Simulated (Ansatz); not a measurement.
Geometry optimisation in Ansatz: input, command and trajectory.

```yaml
crystal:
  lattice:
    - [5.7661004035, -3.3290596202, 6.3046430491]
    - [1.0e-10, 6.6581192404, 6.3046430491]
    - [-5.7661004036, -3.3290596201, 6.3046430491]
  atoms:
    - { symbol: Zn, position: [0.8929412219, 0.5522723104, 0.5542476679] }
    - { symbol: Zn, position: [0.5518117917, 0.2202690702, 0.2274282037] }
    - { symbol: Zn, position: [0.8929051879, 0.2204184939, 0.8861691421] }
    - { symbol: Zn, position: [0.2200341175, 0.5524247504, 0.2271974476] }
    - { symbol: Zn, position: [0.5517745327, 0.8936256354, 0.5540100686] }
    - { symbol: Zn, position: [0.8888261902, 0.8892233352, 0.2230265157] }
    - { symbol: Zn, position: [0.5555649125, 0.5560728672, 0.8898838928] }
    - { symbol: Zn, position: [0.2198811684, 0.893665041, 0.8859912254] }
    - { symbol: Zn, position: [0.6037737226, 0.280633411, 0.614805398] }
    - { symbol: Zn, position: [0.2800437194, 0.6042793936, 0.6149950705] }
    - { symbol: Zn, position: [0.946557323, 0.2808810905, 0.2807554161] }
    - { symbol: Zn, position: [0.280482907, 0.2812444961, 0.9375271498] }
    - { symbol: Zn, position: [0.6101944036, 0.6104709616, 0.2793849601] }
    - { symbol: Zn, position: [0.9464376282, 0.9469439923, 0.6147495038] }
    - { symbol: Zn, position: [0.2803900344, 0.9469892275, 0.2804893632] }
    - { symbol: Zn, position: [0.9450967772, 0.6104398316, 0.9444451431] }
    - { symbol: Zn, position: [0.6100646729, 0.945595994, 0.9442961909] }
    - { symbol: S, position: [0.3432928439, 0.3434583169, 0.6814426933], spin: 0.25 }
    - { symbol: S, position: [0.0140711642, 0.6805498788, 0.6805062273] }
    - { symbol: S, position: [0.6801253508, 0.3466075436, 0.348476772] }
    - { symbol: S, position: [0.0142333329, 0.3466365569, 0.014306779] }
    - { symbol: S, position: [0.3461866545, 0.6805521184, 0.3485375261] }
    - { symbol: S, position: [0.6800448361, 0.0146053549, 0.6804347066] }
    - { symbol: S, position: [0.0133152024, 0.0138020336, 0.3475857409] }
    - { symbol: S, position: [0.680608708, 0.6811434343, 0.0149083643] }
    - { symbol: S, position: [0.3461715965, 0.0148465332, 0.0141685207] }
    - { symbol: S, position: [0.7362116389, 0.4032091047, 0.7369783603] }
    - { symbol: S, position: [0.4026842257, 0.7368770415, 0.736962725] }
    - { symbol: S, position: [0.0666428149, 0.4022907915, 0.4049185597], spin: 0.25 }
    - { symbol: S, position: [0.4027337204, 0.4032228471, 0.0706627724] }
    - { symbol: S, position: [0.7355531226, 0.7361001856, 0.4036961698] }
    - { symbol: S, position: [0.069444622, 0.0708535993, 0.7352130096], spin: 0.25 }
    - { symbol: S, position: [0.4013761504, 0.0720460905, 0.4056920816], spin: 0.25 }
    - { symbol: S, position: [0.0695224721, 0.7361143697, 0.0697920142] }
    - { symbol: S, position: [0.735551985, 0.0699252853, 0.0698718594] }
  host:
    lattice:
      - [3.8440669357, 0.0, 0.0]
      - [-1.9220334678, 3.3290596202, 0.0]
      - [0.0, 0.0, 6.3046430491]
    atoms:
      - { symbol: Zn, position: [0.3333333333, 0.6666666667, 0.0002666737] }
      - { symbol: Zn, position: [0.6666666667, 0.3333333333, 0.5002666737] }
      - { symbol: S, position: [0.3333333333, 0.6666666667, 0.3747333263] }
      - { symbol: S, position: [0.6666666667, 0.3333333333, 0.8747333263] }
total_charge: -1
basis:
  ecutwfc: 420
  xc_grid: 2
kpoints:
  mp_grid: { grid: [2, 2, 2], shift: [0.5, 0.5, 0.5] }
hamiltonian:
  xc: pbe
scf:
  occupations: { method: gaussian, width: 0.01 }
output:
  forces: true
  stress: false
  eigenvalues: true
  populations: true
  charged_corrections:
    defect_position: [0.22231111, 0.22231111, 0.55564445]
    epsilon: [[9.0008, 0.0, 0.0], [0.0, 9.0008, 0.0], [0.0, 0.0, 9.6061]]
magnetization:
  spin_polarized: true
relax:
  adjacent_minimum: "off"
  f_tol: 0.025
  max_steps: 45
```

```bash
ansatz run input.yaml --threads 4 --pin off --max-ram 10240MiB --backend cpu --events-out ev --progress --plain --runs-dir out
```

All numbers below come from DFT PBE, scalar-relativistic, plane waves, PAW (Ansatz).

The cell holds a point defect: Zn vacancy (site b), charge −1.

Of 4 frames 3 are shown, positions in Å and forces in eV/Å; the SCF threshold varies from step to step.

```xyz
35
Lattice="5.7661 -3.3291 6.3046 0.0000 6.6581 6.3046 -5.7661 -3.3291 6.3046" Properties=species:S:1:pos:R:3:forces:R:3 pbc="T T T" step=1 free_energy_over_end_meV_per_atom=0.58
Zn    1.9529   -1.1407   12.6059   -0.0422    0.0190   -0.0076
Zn    1.8704   -1.1276    6.3015   -0.0390   -0.0119   -0.0197
Zn    0.0388   -4.4551   12.6061    0.0401   -0.0132   -0.0288
Zn   -0.0413    2.1892    6.3025   -0.1024   -0.0712   -0.0600
Zn   -0.0129    2.2686   12.6056   -0.0031    0.0468   -0.0256
Zn    3.8391    2.2191   12.6161   -0.0026    0.0036   -0.0091
Zn   -1.9277   -1.1096   12.6189    0.0002   -0.0006   -0.0772
Zn   -3.8409    2.2686   12.6064    0.0075    0.0697   -0.0353
Zn   -0.0636   -2.1882    9.4520   -0.1669    0.0986   -0.0334
Zn   -1.9314    1.0437    9.4527    0.0051   -0.2102   -0.0362
Zn    3.8391   -2.2157    9.5086   -0.0092    0.0439    0.0286
Zn   -3.7886   -2.1823    9.4523    0.0026   -0.0039    0.0535
Zn    1.9075    1.1031    9.4573   -0.0242   -0.0203    0.0035
Zn    1.9125    1.1076   15.8129   -0.0306   -0.0099    0.0859
Zn   -0.0006    4.4380    9.5066    0.0243   -0.0107    0.2010
Zn    0.0038   -2.2260   15.7615    0.0230   -0.0135    0.0055
Zn   -1.9272    1.1213   15.7613    0.0011    0.0311    0.0064
S    -1.9498   -1.1246    8.6260    0.2381    0.1640   -0.0279
S    -3.8427    2.2189    8.6697   -0.0182    0.0256   -0.0018
S     1.9123   -1.1165    8.6702   -0.0008    0.0096   -0.0046
S    -0.0004    2.2129    2.3654   -0.0454   -0.0046    0.0024
S    -0.0136    2.2184    8.6706   -0.0058    0.0034    0.0056
S    -0.0022   -4.4319    8.6694    0.0139   -0.0376    0.0074
S    -1.9274   -1.1096    2.3624    0.0031   -0.0036   -0.0081
S     3.8385    2.2197    8.6794    0.0003   -0.0013    0.0050
S     1.9144   -1.1007    2.3654   -0.0303   -0.0417    0.0111
S    -0.0044   -2.2197   11.8300   -0.0007   -0.0072    0.0684
S    -1.9275    1.1123   11.8308    0.0012    0.0223    0.0577
S    -1.9505    1.1086    5.5093    0.2209   -0.0156    0.0229
S     1.9148    1.1087    5.5268   -0.0483   -0.0192    0.0723
S     1.9135    1.1084   11.8234   -0.0228    0.0076    0.0169
S    -3.8389   -2.2070    5.5198   -0.0016   -0.0456   -0.0542
S    -0.0249   -2.2071    5.5425    0.0054   -0.0104   -0.2464
S    -0.0016    4.4374    5.5193    0.0100   -0.0055    0.0091
S     3.8384   -2.2157    5.5188   -0.0030    0.0126    0.0127
35
Lattice="5.7661 -3.3291 6.3046 0.0000 6.6581 6.3046 -5.7661 -3.3291 6.3046" Properties=species:S:1:pos:R:3:forces:R:3 pbc="T T T" step=2 free_energy_over_end_meV_per_atom=0.12
Zn    1.9616   -1.1455   12.6036   -0.0249    0.0169   -0.0014
Zn    1.8606   -1.1332    6.2979   -0.0167   -0.0089   -0.0090
Zn    0.0439   -4.4588   12.6062    0.0188   -0.0078   -0.0123
Zn   -0.0440    2.1867    6.3039   -0.0672   -0.0318   -0.0346
Zn   -0.0143    2.2779   12.6035   -0.0010    0.0208   -0.0096
Zn    3.8373    2.2197   12.6163   -0.0026    0.0015   -0.0031
Zn   -1.9304   -1.1100   12.6138    0.0004    0.0006   -0.0298
Zn   -3.8419    2.2744   12.6076    0.0006    0.0379   -0.0186
Zn   -0.0736   -2.1817    9.4553   -0.0887    0.0515   -0.0006
Zn   -1.9317    1.0327    9.4562    0.0012   -0.1105   -0.0048
Zn    3.8371   -2.2119    9.5121   -0.0040    0.0254    0.0129
Zn   -3.7725   -2.1731    9.4534   -0.0150   -0.0100    0.0395
Zn    1.9044    1.1006    9.4594   -0.0086   -0.0022   -0.0020
Zn    1.9090    1.1063   15.8151   -0.0162   -0.0089    0.0437
Zn   -0.0013    4.4361    9.5037    0.0145   -0.0094    0.1099
Zn    0.0055   -2.2279   15.7629    0.0090   -0.0040   -0.0052
Zn   -1.9284    1.1242   15.7631   -0.0018    0.0086   -0.0028
S    -1.9339   -1.1133    8.6061    0.1027    0.0695    0.0066
S    -3.8406    2.2174    8.6696   -0.0172    0.0157    0.0040
S     1.9069   -1.1178    8.6686    0.0228    0.0005    0.0064
S     0.0020    2.2096    2.3677   -0.0230    0.0089   -0.0043
S    -0.0178    2.2144    8.6727    0.0139    0.0242   -0.0039
S    -0.0032   -4.4288    8.6701    0.0049   -0.0196    0.0003
S    -1.9300   -1.1081    2.3637    0.0012   -0.0055   -0.0228
S     3.8374    2.2194    8.6788   -0.0015   -0.0013    0.0194
S     1.9123   -1.0970    2.3683   -0.0046   -0.0231   -0.0068
S    -0.0026   -2.2211   11.8372   -0.0056   -0.0002    0.0120
S    -1.9284    1.1163   11.8371   -0.0053   -0.0124    0.0147
S    -1.9348    1.0975    5.5129    0.0923    0.0029    0.0071
S     1.9094    1.1046    5.5315    0.0141    0.0126    0.0144
S     1.9094    1.1079   11.8270   -0.0006   -0.0037    0.0003
S    -3.8352   -2.2078    5.5165   -0.0106   -0.0245   -0.0246
S    -0.0304   -2.2061    5.5212    0.0162   -0.0132   -0.1006
S    -0.0009    4.4367    5.5222    0.0032   -0.0026    0.0037
S     3.8369   -2.2132    5.5217   -0.0004    0.0019    0.0019
35
Lattice="5.7661 -3.3291 6.3046 0.0000 6.6581 6.3046 -5.7661 -3.3291 6.3046" Properties=species:S:1:pos:R:3:forces:R:3 pbc="T T T" step=4 free_energy_over_end_meV_per_atom=0.00
Zn    1.9625   -1.1444   12.6030    0.0021   -0.0012    0.0003
Zn    1.8610   -1.1331    6.2989   -0.0024    0.0003   -0.0015
Zn    0.0474   -4.4618   12.6032    0.0032   -0.0014   -0.0004
Zn   -0.0547    2.1850    6.2985   -0.0007   -0.0008   -0.0017
Zn   -0.0129    2.2785   12.6037   -0.0017    0.0015   -0.0017
Zn    3.8371    2.2200   12.6155    0.0006   -0.0008    0.0004
Zn   -1.9290   -1.1089   12.6170   -0.0013    0.0000   -0.0025
Zn   -3.8445    2.2787   12.6037    0.0000    0.0026   -0.0025
Zn   -0.0862   -2.1742    9.4604   -0.0054    0.0042    0.0002
Zn   -1.9294    1.0191    9.4610   -0.0008   -0.0062   -0.0021
Zn    3.8368   -2.2082    9.5124    0.0015   -0.0031    0.0037
Zn   -3.7722   -2.1734    9.4609    0.0063    0.0039   -0.0013
Zn    1.8989    1.1014    9.4556    0.0029    0.0002    0.0025
Zn    1.9071    1.1055   15.8175    0.0012   -0.0013    0.0036
Zn    0.0024    4.4339    9.5134   -0.0030    0.0008    0.0021
Zn    0.0079   -2.2276   15.7598   -0.0006    0.0013    0.0028
Zn   -1.9290    1.1275   15.7607   -0.0006   -0.0020    0.0017
S    -1.9290   -1.1091    8.5982   -0.0014   -0.0009    0.0045
S    -3.8387    2.2176    8.6703    0.0014   -0.0021    0.0002
S     1.9060   -1.1190    8.6707   -0.0009    0.0015   -0.0017
S     0.0018    2.2102    2.3659    0.0001    0.0009   -0.0015
S    -0.0201    2.2172    8.6703    0.0005    0.0000    0.0001
S    -0.0027   -4.4269    8.6708   -0.0014    0.0037   -0.0014
S    -1.9284   -1.1090    2.3631   -0.0002    0.0002   -0.0085
S     3.8365    2.2198    8.6832    0.0005   -0.0004   -0.0003
S     1.9111   -1.0971    2.3661    0.0015    0.0006   -0.0006
S    -0.0032   -2.2212   11.8403    0.0010   -0.0003    0.0012
S    -1.9289    1.1152   11.8403    0.0002   -0.0007    0.0033
S    -1.9290    1.0906    5.5130   -0.0004    0.0034   -0.0009
S     1.9110    1.1078    5.5357   -0.0009   -0.0003    0.0036
S     1.9093    1.1066   11.8253    0.0003    0.0013   -0.0008
S    -3.8334   -2.2088    5.5136   -0.0049   -0.0025   -0.0006
S    -0.0241   -2.2092    5.5138    0.0038   -0.0011   -0.0016
S    -0.0011    4.4361    5.5203    0.0004   -0.0003    0.0016
S     3.8374   -2.2120    5.5209   -0.0009   -0.0011   -0.0003
```

The run took 4.1 min on 4 threads of Arm Neoverse V2, with other jobs on the host, peak memory 3 GiB.